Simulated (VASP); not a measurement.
# HfS2 (P-3m1) in VASP: band structure with PBE

Aim: the band structure of HfS2 with PBE.

All numbers are computed with VASP 6.6.1; they aren't measurements. Logs are shortened: lines on timing, memory, paths and dates and some standing lists are left out, and cuts for length are marked.

**What was measured.**

From “Stress-Tuned Optical Transitions in Layered 1T-MX2 (M= Hf, Zr, Sn; X= S, Se) Crystals”, 2022, arxiv:2210.12074, for a bulk crystal of HfS2: band gap 1.96 eV (indirect).

How close the calculation comes is told below.

**1. The structure**

Symmetry: P-3m1, No. 164, trigonal system. The conventional cell has a = 3.640 Å, b = 3.640 Å, c = 6.056 Å, α = 90.00°, β = 90.00°, γ = 120.00°. Hf (site symmetry -3m) is surrounded by 6 S at 2.54 Å. S (site symmetry 3m) has 3 Hf at 2.54 Å as nearest neighbours.

The cell is a database's computed one.

**2. Band structure, PBE**

POSCAR

```
HfS2
1.0
    3.6396641800      0.0000000000      0.0000000000
   -1.8198320900      3.1520416400      0.0000000000
    0.0000000000      0.0000000000      6.0555624700
Hf S
1 2
Direct
    0.0000000000      0.0000000000      0.0000000000
    0.6666666700      0.3333333300      0.7639520500
    0.3333333300      0.6666666700      0.2360479500
```

INCAR.step1

```
SYSTEM = HfS2
PREC = Accurate
ENCUT = 520
EDIFF = 1E-7
ISMEAR = 0
SIGMA = 0.02
LREAL = .False.
LASPH = .True.
NELM = 80
ALGO = Normal
ISIF = 2
LWAVE = .False.
LCHARG = .True.
LMAXMIX = 4
GGA = PE
NBANDS = 18
```

KPOINTS.step1

```
regular mesh
0
Gamma
  9 9 6
  0 0 0
```

INCAR.step2

```
SYSTEM = HfS2
PREC = Accurate
ENCUT = 520
EDIFF = 1E-7
ISMEAR = 0
SIGMA = 0.05
LREAL = .False.
LASPH = .True.
NELM = 80
ALGO = Normal
ISIF = 2
LWAVE = .False.
LCHARG = .False.
LMAXMIX = 4
GGA = PE
NBANDS = 18
ICHARG = 11
```

KPOINTS.step2

```
path GMKGALHA,LM,KH
15
line-mode
reciprocal
 0.0000000000  0.0000000000  0.0000000000  G
 0.5000000000  0.0000000000  0.0000000000  M

 0.5000000000  0.0000000000  0.0000000000  M
 0.3333333333  0.3333333333  0.0000000000  K

 0.3333333333  0.3333333333  0.0000000000  K
 0.0000000000  0.0000000000  0.0000000000  G

 0.0000000000  0.0000000000  0.0000000000  G
 0.0000000000  0.0000000000  0.5000000000  A

 0.0000000000  0.0000000000  0.5000000000  A
 0.5000000000  0.0000000000  0.5000000000  L

 0.5000000000  0.0000000000  0.5000000000  L
 0.3333333333  0.3333333333  0.5000000000  H

 0.3333333333  0.3333333333  0.5000000000  H
 0.0000000000  0.0000000000  0.5000000000  A

 0.5000000000  0.0000000000  0.5000000000  L
 0.5000000000  0.0000000000  0.0000000000  M

 0.3333333333  0.3333333333  0.0000000000  K
 0.3333333333  0.3333333333  0.5000000000  H
```

Potentials or basis: VASP PAW PBE potentials, release 64 (Hf_pv, S).

Command:

```sh
$ cat potpaw_PBE.64/Hf_pv/POTCAR potpaw_PBE.64/S/POTCAR > POTCAR
$ cp INCAR.step1 INCAR
$ cp KPOINTS.step1 KPOINTS
$ mpirun -np 1 vasp_std > vasp.out
$ cp INCAR.step2 INCAR
$ cp KPOINTS.step2 KPOINTS
$ mpirun -np 1 vasp_std > vasp.out
```

OUTCAR:

```text
SYSTEM = HfS2
   PREC = Accurate
   ENCUT = 520
   EDIFF = 1E-7
   ISMEAR = 0
   LREAL = .False.
   LASPH = .True.
   NELM = 80
   ISIF = 2
   GGA = PE
   ICHARG = 11

 ion  position               nearest neighbor table
   1  0.000  0.000  0.000-   2 2.54   3 2.54   3 2.54   2 2.54   2 2.54   3 2.54
   2  0.667  0.333  0.764-   1 2.54   1 2.54   1 2.54
   3  0.333  0.667  0.236-   1 2.54   1 2.54   1 2.54

  LATTYP: Found a hexagonal cell.
 ALAT       =     3.6396641800
 C/A-ratio  =     1.6637695596

  Lattice vectors:

 A1 = (   3.6396641800,   0.0000000000,   0.0000000000)
 A2 = (  -1.8198320900,   3.1520416400,   0.0000000000)
 A3 = (   0.0000000000,   0.0000000000,   6.0555624700)

Analysis of symmetry for initial positions (statically):
=====================================================================
 Subroutine PRICEL returns:
 Original cell was already a primitive cell.

 Routine SETGRP: Setting up the symmetry group for a
 hexagonal supercell.

 Subroutine GETGRP returns: Found 12 space group operations
 (whereof 12 operations were pure point group operations)
 out of a pool of 24 trial point group operations.

The static configuration has the point symmetry D_3d.

Analysis of symmetry for dynamics (positions and initial velocities):
=====================================================================
 Subroutine PRICEL returns:
 Original cell was already a primitive cell.

 Routine SETGRP: Setting up the symmetry group for a
 hexagonal supercell.

 Subroutine GETGRP returns: Found 12 space group operations
 (whereof 12 operations were pure point group operations)
 out of a pool of 24 trial point group operations.

The dynamic configuration has the point symmetry D_3d.

 Subroutine INISYM returns: Found 12 space group operations
 (whereof 12 operations are pure point group operations),
 and found     1 'primitive' translations

----------------------------------------------------------------------------------------

                                     Primitive cell

  volume of cell :      69.4717

  direct lattice vectors                    reciprocal lattice vectors
     3.639664180  0.000000000  0.000000000     0.274750623  0.158627346  0.000000000
[... 77 lines left out ...]
   LSORBIT =      F    spin-orbit coupling
   LASPH  =      T    aspherical Exc in radial PAW
   ENCUT  =  520.0 eV  38.22 Ry    6.18 a.u.   6.77  6.77 11.26*2*pi/ulx,y,z
   NELM   =     80;   NELMIN=  2; NELMDL=  0     # of ELM steps
   EDIFF  = 0.1E-06   stopping-criterion for ELM
   LREAL  =      F    real-space projection
   EDIFFG = 0.1E-05   stopping-criterion for IOM
   NSW    =      0    number of steps for IOM
   IBRION =     -1    ionic relax: 0-MD 1-quasi-New 2-CG
   NFREE  =      0    steps in history (QN), initial steepest desc. (CG)
   ISIF   =      2    stress and relaxation
   ISYM   =      2    0-nonsym 1-usesym 2-fastsym
   POTIM  = 0.5000    time-step for ionic-motion
   TEBEG  =    0.0;   TEEND  =   0.0 temperature during run
   PSTRESS=    0.0 pullay stress
   NELECT =      22.0000    total number of electrons
   NUPDOWN=      -1.0000    fix difference up-down
   EMIN   =  10.00;   EMAX   =-10.00  energy-range for DOS
   EFERMI =   0.00;   METHOD = LEGACY
   ISMEAR =     0;   SIGMA  =   0.05  broadening in eV -4-tet -1-fermi 0-gaus
   EFERMI_NEDOS =   21; number of points for ismear=-14 and -15
   IALGO  =     38    algorithm
   IMIX   =      4    mixing-type and parameters
     AMIX     =   0.40;   BMIX     =  1.00
     AMIX_MAG =   1.60;   BMIX_MAG =  1.00
  volume/ion in A,a.u.               =      23.16       156.27
  Fermi-wavevector in a.u.,A,eV,Ry     =   1.115869  2.108686 16.941474  1.245163
  Thomas-Fermi vector in A             =   2.252478
   LORBIT       =      0    0 simple, 1 ext, 2 COOP (PROOUT), +10 PAW based schemes
   GGA     = PE    functional components
   LHFCALC =     F    Hartree Fock is set to
   AEXX    =    0.0000 exact exchange contribution
   IVDW    =     0    specifies the selected vdW correction
   LEPSILON=     F    determine dielectric tensor
   LRPA    =     F    only Hartree local field effects (RPA)
 non-spin polarized calculation
 Gauss-broadening in eV      SIGMA  =   0.05
  energy-cutoff  :      520.00
  volume of cell :       69.47
 maximum number of plane-waves:      1906
 NGX is ok and might be reduce to    28

 number of electron      21.9999999 magnetization

 Free energy of the ion-electron system (eV)
  ---------------------------------------------------
  ext. energy  EPLUGINS =         0.00000000
  ---------------------------------------------------
  free energy    TOTEN  =       -22.34215764 eV

  energy without entropy =      -22.34215764  energy(sigma->0) =      -22.34215764

 E-fermi :   3.0768     XC(G=0):  -9.4165

 val. band max:        2.8615356404   @ k =   0.0714   0.0714   0.0000
 cond. band min:       4.0585502488   @ k =   0.5000   0.0000   0.5000
 fundamental gap:      1.1970146083
 Fermi energy:         3.0768491278

 k-point     1 :       0.0000    0.0000    0.0000
  band No.  band energies     occupation
      1     -27.8199      2.00000
      2     -27.7050      2.00000
      3     -27.7050      2.00000
      4     -10.1118      2.00000
      5      -8.4641      2.00000
      6      -1.6729      2.00000
[... 481 lines left out ...]
      5      -8.5000      2.00000
      6      -1.5215      2.00000
[... 10 lines left out ...]
     17      10.5041      0.00000
     18      11.3271      0.00000

 [... further k-points ...]

------------------------ aborting loop because EDIFF is reached ----------------------------------------

  FORCE on cell =-STRESS in cart. coord.  units (eV):
  Direction    XX          YY          ZZ          XY          YZ          ZX
  --------------------------------------------------------------------------------------
  -------------------------------------------------------------------------------------
  Total        2.2991056      2.2991056      1.1908875      0.0000000      0.0000000      0.0000000
  in kB       53.0226897     53.0226897     27.4646191      0.0000000      0.0000000      0.0000000
  external PRESSURE =      44.5033328 kB  Pullay stress =       0.0000000 kB

 VOLUME and BASIS-vectors are now :
 -----------------------------------------------------------------------------
  energy-cutoff  :      520.00
  volume of cell :       69.47
      direct lattice vectors                 reciprocal lattice vectors
     3.639664180  0.000000000  0.000000000     0.274750623  0.158627346  0.000000000
    -1.819832090  3.152041640  0.000000000     0.000000000  0.317254692  0.000000000
     0.000000000  0.000000000  6.055562470     0.000000000  0.000000000  0.165137426

 POSITION                                       TOTAL-FORCE (eV/Angst)
 -----------------------------------------------------------------------------------
      0.00000      0.00000      0.00000        -0.000000      0.000000      0.000000
      1.81983      1.05068      4.62616         0.000000      0.000000      0.021631
     -0.00000      2.10136      1.42940        -0.000000      0.000000     -0.021631
 -----------------------------------------------------------------------------------
    total drift:                                0.000000      0.000000     -0.000000

  FREE ENERGIE OF THE ION-ELECTRON SYSTEM (eV)
  ---------------------------------------------------
  free  energy   TOTEN  =       -22.3421576436 eV

  energy  without entropy=      -22.3421576435  energy(sigma->0) =      -22.34215764
```

OUTCAR.step1:

```text
SYSTEM = HfS2
   PREC = Accurate
   ENCUT = 520
   EDIFF = 1E-7
   ISMEAR = 0
   LREAL = .False.
   LASPH = .True.
   NELM = 80
[... 730 lines left out ...]
      0.00000      0.00000      0.00000         0.000000      0.000000      0.000000
      1.81983      1.05068      4.62616        -0.000000      0.000000     -0.150408
     -0.00000      2.10136      1.42940         0.000000     -0.000000      0.150408
 -----------------------------------------------------------------------------------
    total drift:                                0.000000      0.000000     -0.000000

  FREE ENERGIE OF THE ION-ELECTRON SYSTEM (eV)
  ---------------------------------------------------
  free  energy   TOTEN  =       -22.9106540768 eV

  energy  without entropy=      -22.9106540768  energy(sigma->0) =      -22.91065408
```

It took 2 min on 1 thread of Intel Xeon 6975P-C (Granite Rapids), shared host; peak memory 0.28 GiB.

What came out:

```
Band gap on the k mesh  : 1.22 eV, indirect (least direct gap 1.95 eV)
Band gap along the path : 1.20 eV, indirect (least direct gap 1.99 eV)
```

Levels at the corners of the path, in eV from the valence-band top:
| point | band 9 | band 10 | band 11 | band 12 | band 13 | band 14 |
| --- | --- | --- | --- | --- | --- | --- |
| Γ | -0.06 | -0.04 | -0.04 | 2.04 | 2.04 | 2.71 |
| M | -2.38 | -1.74 | -1.23 | 1.34 | 4.08 | 4.09 |
| M | -2.38 | -1.74 | -1.23 | 1.34 | 4.08 | 4.09 |
| K | -2.02 | -2.02 | -1.61 | 2.64 | 3.76 | 3.76 |
| K | -2.02 | -2.02 | -1.61 | 2.64 | 3.76 | 3.76 |
| Γ | -0.06 | -0.04 | -0.04 | 2.04 | 2.04 | 2.71 |
| Γ | -0.06 | -0.04 | -0.04 | 2.04 | 2.04 | 2.71 |
| A | -1.59 | -0.13 | -0.13 | 2.01 | 2.01 | 2.96 |
| A | -1.59 | -0.13 | -0.13 | 2.01 | 2.01 | 2.96 |
| L | -2.26 | -1.05 | -0.90 | 1.20 | 4.07 | 4.12 |
| L | -2.26 | -1.05 | -0.90 | 1.20 | 4.07 | 4.12 |
| H | -2.01 | -1.75 | -1.75 | 2.80 | 3.47 | 3.47 |
| H | -2.01 | -1.75 | -1.75 | 2.80 | 3.47 | 3.47 |
| A | -1.59 | -0.13 | -0.13 | 2.01 | 2.01 | 2.96 |
| L | -2.26 | -1.05 | -0.90 | 1.20 | 4.07 | 4.12 |
| M | -2.38 | -1.74 | -1.23 | 1.34 | 4.08 | 4.09 |
| K | -2.02 | -2.02 | -1.61 | 2.64 | 3.76 | 3.76 |
| H | -2.01 | -1.75 | -1.75 | 2.80 | 3.47 | 3.47 |

Caveat: the log is that of the step along the path at fixed density, whose energy, stress, charges and moments have no meaning; spin-orbit coupling is left out, which moves the levels of the heavy elements; this functional lacks dispersion, which binds the layers, so the pressure and a relaxed spacing across them are unreliable.

**3. Against experiment**

Step 2. A measured gap of HfS2 is 1.96 eV (indirect; quoted in “Stress-Tuned Optical Transitions in Layered 1T-MX2 (M= Hf, Zr, Sn; X= S, Se) Crystals”, 2022, arxiv:2210.12074); the calculated 1.20 eV misses it by -0.76 eV. Spin-orbit coupling on Hf is left out. The value is that of PBE, without temperature or zero-point motion. Semilocal functionals fall short of measured gaps as a rule. The cell is a database's relaxed one, not the measured one, which moves gaps too.
